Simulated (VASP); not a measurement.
# CClH3 in VASP: settings compared

The runs below take CClH3 through single point, with LDA, PBEsol, PBE+D3.

Program: VASP 6.6.1. These are calculated values, not measurements. Logs are shortened: lines on timing, memory, paths and dates and some standing lists are left out, and cuts for length are marked.

### 1 The molecule as given

The cell holds a molecule in a box, 5 atoms: a = 12.767 Å, b = 13.267 Å, c = 13.767 Å, α = 90.00°, β = 90.00°, γ = 90.00°.

### 2 Single point, LDA

Input file INCAR:

```
ALGO = Normal ; EDIFF = 1E-6
ENCUT = 400 ; ISIF = 2
ISMEAR = 0 ; ISYM = 0
LASPH = T ; LCHARG = F
LREAL = F ; LWAVE = F
NBANDS = 15 ; NELM = 60
PREC = Accurate ; SIGMA = 0.01
```

Input file KPOINTS:

```
k-points
0
Gamma
  1 1 1
```

Input file POSCAR:

```
H3CCl                                   
1.0
   12.7670747303      0.0000000000      0.0000000000
    0.0000000000     13.2670747303      0.0000000000
    0.0000000000      0.0000000000     13.7670747303
  C               Cl              H             
     1     1     3
Selective dynamics
Direct
     0.4970414396999985    0.5134837255000022    0.4949221529999974   F   F   F
     0.5319454503142702    0.3988868809119202    0.5548219480017531   T   T   T
     0.5552280380073201    0.5709899675184384    0.5135229432457831   T   T   T
     0.4191307765296371    0.5362347447375754    0.5199742775278416   T   T   T
     0.4964907305613198    0.4997974982495885    0.4164725656523024   T   T   T
```

Potentials or basis: VASP PAW LDA potentials, release 64 (C, Cl, H).

Started as:

```bash
> cat potpaw_LDA.64/C/POTCAR potpaw_LDA.64/Cl/POTCAR potpaw_LDA.64/H/POTCAR > POTCAR
> mpirun -np 4 vasp_gam > vasp.out
```

OUTCAR:

```text
EDIFF = 1E-6
   ENCUT = 400
   ISIF = 2
   ISMEAR = 0
   ISYM = 0
   LASPH = T
   LREAL = F
   NELM = 60
   PREC = Accurate

 ion  position               nearest neighbor table
   1  0.497  0.513  0.495-   5 1.10   4 1.10   3 1.10   2 1.79
   2  0.532  0.399  0.555-   1 1.79
   3  0.555  0.571  0.514-   1 1.10
   4  0.419  0.536  0.520-   1 1.10
   5  0.496  0.500  0.416-   1 1.10

IMPORTANT INFORMATION: All symmetrisations will be switched off!
NOSYMM: (Re-)initialisation of all symmetry stuff for point group C_1.

----------------------------------------------------------------------------------------

                                     Primitive cell

  volume of cell :    2331.8910

  direct lattice vectors                    reciprocal lattice vectors
    12.767074730  0.000000000  0.000000000     0.078326478  0.000000000  0.000000000
     0.000000000 13.267074730  0.000000000     0.000000000  0.075374566  0.000000000
     0.000000000  0.000000000 13.767074730     0.000000000  0.000000000  0.072637072

  length of vectors
    12.767074730 13.267074730 13.767074730     0.078326478  0.075374566  0.072637072

  position of ions in fractional coordinates (direct lattice)
     0.497041440  0.513483726  0.494922153
     0.531945450  0.398886881  0.554821948
     0.555228038  0.570989968  0.513522943
     0.419130777  0.536234745  0.519974278
     0.496490731  0.499797498  0.416472566

  ion indices of the primitive-cell ions
   primitive index   ion index
                 1           1
                 2           2
                 3           3
                 4           4
                 5           5

----------------------------------------------------------------------------------------

 KPOINTS: k-points

Automatic generation of k-mesh.
 Grid dimensions read from file:
 generate k-points for:    1    1    1

 Generating k-lattice:

  Cartesian coordinates                     Fractional coordinates (reciprocal lattice)
     0.078326478  0.000000000  0.000000000     1.000000000  0.000000000  0.000000000
     0.000000000  0.075374566  0.000000000     0.000000000  1.000000000  0.000000000
     0.000000000  0.000000000  0.072637072     0.000000000  0.000000000  1.000000000

  Length of vectors
     0.078326478  0.075374566  0.072637072

  Shift w.r.t. Gamma in fractional coordinates (k-lattice)
     0.000000000  0.000000000  0.000000000

 Subroutine IBZKPT returns following result:
 ===========================================

 Found      1 irreducible k-points:

 Following reciprocal coordinates:
            Coordinates               Weight
  0.000000  0.000000  0.000000      1.000000
   k-points           NKPTS =      1   k-points in BZ     NKDIM =      1   number of bands    NBANDS=     16
   number of dos      NEDOS =    301   number of ions     NIONS =      5
   total plane-waves  NPLWV = 680400
   dimension x,y,z NGX =    84 NGY =   90 NGZ =   90
   dimension x,y,z NGXF=   168 NGYF=  180 NGZF=  180
   ions per type =               1   1   3
   NGX,Y,Z   is equivalent  to a cutoff of  10.94, 11.28, 10.87 a.u.
   NGXF,Y,Z  is equivalent  to a cutoff of  21.88, 22.56, 21.74 a.u.
 SYSTEM =  unknown system
   PREC   = accura    normal or accurate (medium, high low for compatibility)
   ISTART =      0    job   : 0-new  1-cont  2-samecut
   ICHARG =      2    charge: 1-file 2-atom 10-const
   ISPIN  =      1    spin polarized calculation?
   LNONCOLLINEAR =      F non collinear calculations
   LSORBIT =      F    spin-orbit coupling
   LASPH  =      T    aspherical Exc in radial PAW
   ENCUT  =  400.0 eV  29.40 Ry    5.42 a.u.  20.82 21.64 22.45*2*pi/ulx,y,z
   NELM   =     60;   NELMIN=  2; NELMDL= -5     # of ELM steps
   EDIFF  = 0.1E-05   stopping-criterion for ELM
   LREAL  =      F    real-space projection
   EDIFFG = 0.1E-04   stopping-criterion for IOM
   NSW    =      0    number of steps for IOM
   IBRION =     -1    ionic relax: 0-MD 1-quasi-New 2-CG
   NFREE  =      0    steps in history (QN), initial steepest desc. (CG)
   ISIF   =      2    stress and relaxation
   ISYM   =      0    0-nonsym 1-usesym 2-fastsym
   POTIM  = 0.5000    time-step for ionic-motion
   TEBEG  =    0.0;   TEEND  =   0.0 temperature during run
   PSTRESS=    0.0 pullay stress
   NELECT =      14.0000    total number of electrons
   NUPDOWN=      -1.0000    fix difference up-down
   EMIN   =  10.00;   EMAX   =-10.00  energy-range for DOS
   EFERMI =   0.00;   METHOD = LEGACY
   ISMEAR =     0;   SIGMA  =   0.01  broadening in eV -4-tet -1-fermi 0-gaus
   EFERMI_NEDOS =   21; number of points for ismear=-14 and -15
   IALGO  =     38    algorithm
   IMIX   =      4    mixing-type and parameters
     AMIX     =   0.40;   BMIX     =  1.00
     AMIX_MAG =   1.60;   BMIX_MAG =  1.00
  volume/ion in A,a.u.               =     466.38      3147.28
  Fermi-wavevector in a.u.,A,eV,Ry     =   0.297542  0.562273  1.204540  0.088531
  Thomas-Fermi vector in A             =   1.163129
   LORBIT       =      0    0 simple, 1 ext, 2 COOP (PROOUT), +10 PAW based schemes
   GGA     = CA    functional components
   LHFCALC =     F    Hartree Fock is set to
   AEXX    =    0.0000 exact exchange contribution
   IVDW    =     0    specifies the selected vdW correction
   LEPSILON=     F    determine dielectric tensor
   LRPA    =     F    only Hartree local field effects (RPA)
 non-spin polarized calculation
 Gauss-broadening in eV      SIGMA  =   0.01
  energy-cutoff  :      400.00
  volume of cell :     2331.89
 maximum number of plane-waves:     21158
 NGX is ok and might be reduce to    84
   NGX = 41   NGY = 43   NGZ = 45

 number of electron      14.0000001 magnetization

 Free energy of the ion-electron system (eV)
  ---------------------------------------------------
  ext. energy  EPLUGINS =         0.00000000
  ---------------------------------------------------
  free energy    TOTEN  =       -23.41627432 eV

  energy without entropy =      -23.41627432  energy(sigma->0) =      -23.41627432

 E-fermi :  -6.9613     XC(G=0):  -0.4325

 val. band max:       -7.0353985735   @ k =   0.0000   0.0000   0.0000
 cond. band min:      -0.7857949906   @ k =   0.0000   0.0000   0.0000
 fundamental gap:      6.2496035829
 Fermi energy:        -6.9613132255

 k-point     1 :       0.0000    0.0000    0.0000
  band No.  band energies     occupation
      1     -21.1816      2.00000
      2     -16.5412      2.00000
      3     -10.8932      2.00000
      4     -10.8931      2.00000
      5     -10.2811      2.00000
      6      -7.0356      2.00000
[... 8 lines left out ...]
     15       0.8612      0.00000
     16       1.2863      0.00000

------------------------ aborting loop because EDIFF is reached ----------------------------------------

  FORCE on cell =-STRESS in cart. coord.  units (eV):
  Direction    XX          YY          ZZ          XY          YZ          ZX
  --------------------------------------------------------------------------------------
  -------------------------------------------------------------------------------------
  Total       -0.2613658     -0.8841676     -0.4013250      0.1969027      0.3655441     -0.1070787
  in kB       -0.1795772     -0.6074869     -0.2757392      0.1352864      0.2511552     -0.0735708
  external PRESSURE =      -0.3542678 kB  Pullay stress =       0.0000000 kB

 VOLUME and BASIS-vectors are now :
 -----------------------------------------------------------------------------
  energy-cutoff  :      400.00
  volume of cell :     2331.89
      direct lattice vectors                 reciprocal lattice vectors
    12.767074730  0.000000000  0.000000000     0.078326478  0.000000000  0.000000000
     0.000000000 13.267074730  0.000000000     0.000000000  0.075374566  0.000000000
     0.000000000  0.000000000 13.767074730     0.000000000  0.000000000  0.072637072

 POSITION                                       TOTAL-FORCE (eV/Angst)
 -----------------------------------------------------------------------------------
      6.34577      6.81243      6.81363         0.137630     -0.469946      0.254713
      6.79139      5.29206      7.63828        -0.117314      0.400615     -0.216823
      7.08864      7.57537      7.06971         0.055962      0.058834      0.018922
      5.35107      7.11427      7.15852        -0.075706      0.023551      0.025571
      6.33873      6.63085      5.73361        -0.000572     -0.013054     -0.082383
 -----------------------------------------------------------------------------------
    total drift:                                0.000050      0.000481      0.000076

  FREE ENERGIE OF THE ION-ELECTRON SYSTEM (eV)
  ---------------------------------------------------
  free  energy   TOTEN  =       -23.4162743217 eV

  energy  without entropy=      -23.4162743217  energy(sigma->0) =      -23.41627432
```

Wall time 12 s (4 MPI ranks of Intel Xeon 6975P-C (Granite Rapids), shared host); peak memory 0.34 GiB.

What came out:

```
Free energy                     : -23.4163 eV
Largest force                   : 0.552 eV/Å
Gap between the frontier levels : 6.25 eV
```

Forces on the atoms (eV/Å):
```
C    0.138 -0.470  0.255
Cl  -0.117  0.401 -0.217
H    0.056  0.059  0.019
H   -0.076  0.024  0.026
H   -0.001 -0.013 -0.082
```

Caveat: the cutoff is under 1.25 times the usual one of these potentials, so pressure, stress and relaxed cells hold a basis-set (Pulay) error. Expect the measured gap to be larger: semilocal functionals such as LDA lack the derivative discontinuity.

### 3 Single point, PBEsol

Input file INCAR:

```
ALGO = Normal ; EDIFF = 1E-6
ENCUT = 400 ; GGA = PS
ISIF = 2 ; ISMEAR = 0
ISYM = 0 ; LASPH = T
LCHARG = F ; LREAL = F
LWAVE = F ; NBANDS = 15
NELM = 60 ; PREC = Accurate
SIGMA = 0.01
```

KPOINTS is that of step 2.

POSCAR is that of step 2.

Potentials or basis: VASP PAW PBE potentials, release 64 (C, Cl, H).

Started as:

```bash
> cat potpaw_PBE.64/C/POTCAR potpaw_PBE.64/Cl/POTCAR potpaw_PBE.64/H/POTCAR > POTCAR
> mpirun -np 4 vasp_gam > vasp.out
```

OUTCAR:

```text
EDIFF = 1E-6
   ENCUT = 400
   GGA = PS
   ISIF = 2
   ISMEAR = 0
   ISYM = 0
   LASPH = T
   LREAL = F
   NELM = 60
   PREC = Accurate

 ion  position               nearest neighbor table
   1  0.497  0.513  0.495-   5 1.10   4 1.10   3 1.10   2 1.79
   2  0.532  0.399  0.555-   1 1.79
   3  0.555  0.571  0.514-   1 1.10
   4  0.419  0.536  0.520-   1 1.10
   5  0.496  0.500  0.416-   1 1.10

IMPORTANT INFORMATION: All symmetrisations will be switched off!
NOSYMM: (Re-)initialisation of all symmetry stuff for point group C_1.

----------------------------------------------------------------------------------------

                                     Primitive cell

  volume of cell :    2331.8910

  direct lattice vectors                    reciprocal lattice vectors
    12.767074730  0.000000000  0.000000000     0.078326478  0.000000000  0.000000000
[... 115 lines left out ...]

  energy without entropy =      -22.59035427  energy(sigma->0) =      -22.59035427

 E-fermi :  -6.8348     XC(G=0):  -0.4337

 val. band max:       -6.9019733152   @ k =   0.0000   0.0000   0.0000
 cond. band min:      -0.6439067101   @ k =   0.0000   0.0000   0.0000
 fundamental gap:      6.2580666051
 Fermi energy:        -6.8347748004

 k-point     1 :       0.0000    0.0000    0.0000
  band No.  band energies     occupation
      1     -21.1170      2.00000
      2     -16.5153      2.00000
      3     -10.7701      2.00000
      4     -10.7700      2.00000
      5     -10.1285      2.00000
      6      -6.9021      2.00000
[... 8 lines left out ...]
     15       0.8723      0.00000
     16       1.3187      0.00000

------------------------ aborting loop because EDIFF is reached ----------------------------------------

  FORCE on cell =-STRESS in cart. coord.  units (eV):
  Direction    XX          YY          ZZ          XY          YZ          ZX
  --------------------------------------------------------------------------------------
  -------------------------------------------------------------------------------------
  Total       -0.2278060     -0.5848431     -0.3064321      0.1118375      0.2079788     -0.0608982
  in kB       -0.1565192     -0.4018294     -0.2105410      0.0768405      0.1428964     -0.0418415
  external PRESSURE =      -0.2562965 kB  Pullay stress =       0.0000000 kB

 VOLUME and BASIS-vectors are now :
 -----------------------------------------------------------------------------
  energy-cutoff  :      400.00
  volume of cell :     2331.89
      direct lattice vectors                 reciprocal lattice vectors
    12.767074730  0.000000000  0.000000000     0.078326478  0.000000000  0.000000000
     0.000000000 13.267074730  0.000000000     0.000000000  0.075374566  0.000000000
     0.000000000  0.000000000 13.767074730     0.000000000  0.000000000  0.072637072

 POSITION                                       TOTAL-FORCE (eV/Angst)
 -----------------------------------------------------------------------------------
      6.34577      6.81243      6.81363         0.089644     -0.306757      0.166288
      6.79139      5.29206      7.63828        -0.060166      0.207038     -0.112150
      7.08864      7.57537      7.06971         0.062279      0.074227      0.018199
      5.35107      7.11427      7.15852        -0.089021      0.033762      0.025824
      6.33873      6.63085      5.73361        -0.002736     -0.008271     -0.098161
 -----------------------------------------------------------------------------------
    total drift:                                0.000588      0.000451     -0.000284

  FREE ENERGIE OF THE ION-ELECTRON SYSTEM (eV)
  ---------------------------------------------------
  free  energy   TOTEN  =       -22.5903542746 eV

  energy  without entropy=      -22.5903542746  energy(sigma->0) =      -22.59035427
```

Wall time 19 s (4 MPI ranks of Intel Xeon 6975P-C (Granite Rapids), shared host); peak memory 0.43 GiB.

Results:

| Quantity | Value |
| --- | --- |
| Free energy | -22.5904 eV |
| Largest force | 0.360 eV/Å |
| Gap between the frontier levels | 6.26 eV |

Forces in eV/Å, atoms in the order of the input:
```
C    0.090 -0.307  0.166
Cl  -0.060  0.207 -0.112
H    0.062  0.074  0.018
H   -0.089  0.034  0.026
H   -0.003 -0.008 -0.098
```

Caveat: the cutoff is under 1.25 times the usual one of these potentials, so pressure, stress and relaxed cells hold a basis-set (Pulay) error; the PAW data sets were made with another functional, which shifts forces and pressure a little. As with any semilocal functional, this PBEsol gap is likely too small.

### 4 Single point, PBE+D3

Input file INCAR:

```
ALGO = Normal ; EDIFF = 1E-6
ENCUT = 400 ; GGA = PE
ISIF = 2 ; ISMEAR = 0
ISYM = 0 ; IVDW = 11
LASPH = T ; LCHARG = F
LREAL = F ; LWAVE = F
NBANDS = 15 ; NELM = 60
PREC = Accurate ; SIGMA = 0.01
```

KPOINTS is that of step 3.

POSCAR is that of step 3.

Started as:

```bash
> cat potpaw_PBE.64/C/POTCAR potpaw_PBE.64/Cl/POTCAR potpaw_PBE.64/H/POTCAR > POTCAR
> mpirun -np 4 vasp_gam > vasp.out
```

Wall time 19 s (4 MPI ranks of Intel Xeon 6975P-C (Granite Rapids), shared host); peak memory 0.45 GiB.

The run converged. Its results:

```yaml
Free_energy: -22.4319 eV
Largest_force: 0.055 eV/Å
Gap_between_the_frontier_levels: 6.23 eV
Dispersion_energy_per_atom: -0.003 eV
```

Forces in eV/Å, atoms in the order of the input:
```
C    0.013 -0.047  0.025
Cl   0.006 -0.019  0.010
H   -0.009  0.021 -0.013
H   -0.004  0.022 -0.014
H   -0.007  0.023 -0.009
```

Levels at points of the mesh, in eV from the valence-band top:
| k point | band 4 | band 5 | band 6 | band 7 | band 8 | band 9 | band 10 | band 11 |
| --- | --- | --- | --- | --- | --- | --- | --- | --- |
| (0.00, 0.00, 0.00) | -3.89 | -3.20 | 0.00 | 0.00 | 6.23 | 6.63 | 7.38 | 7.45 |

Caveat: the cutoff is under 1.25 times the usual one of these potentials, so pressure, stress and relaxed cells hold a basis-set (Pulay) error.

### 5 Summary

| level | potentials or basis | gap on the mesh (eV) | largest force (eV/Å) |
| --- | --- | --- | --- |
| LDA | VASP PAW LDA potentials, release 64 (C, Cl, H) | 6.25 | 0.55 |
| PBEsol | VASP PAW PBE potentials, release 64 (C, Cl, H) | 6.26 | 0.36 |
| PBE+D3 | VASP PAW PBE potentials, release 64 (C, Cl, H) | 6.23 | 0.05 |

Alike in all rows: task single point; no spin polarisation; cell as given; k mesh 1 × 1 × 1; cutoff (eV) 400; smearing gaussian 0.01 eV.

Caveats: the cutoff is under 1.25 times the usual one of these potentials, so pressure, stress and relaxed cells hold a basis-set (Pulay) error; the PAW data sets were made with another functional, which shifts forces and pressure a little (some runs).

Absolute energies hang on the potentials; compare differences alone.
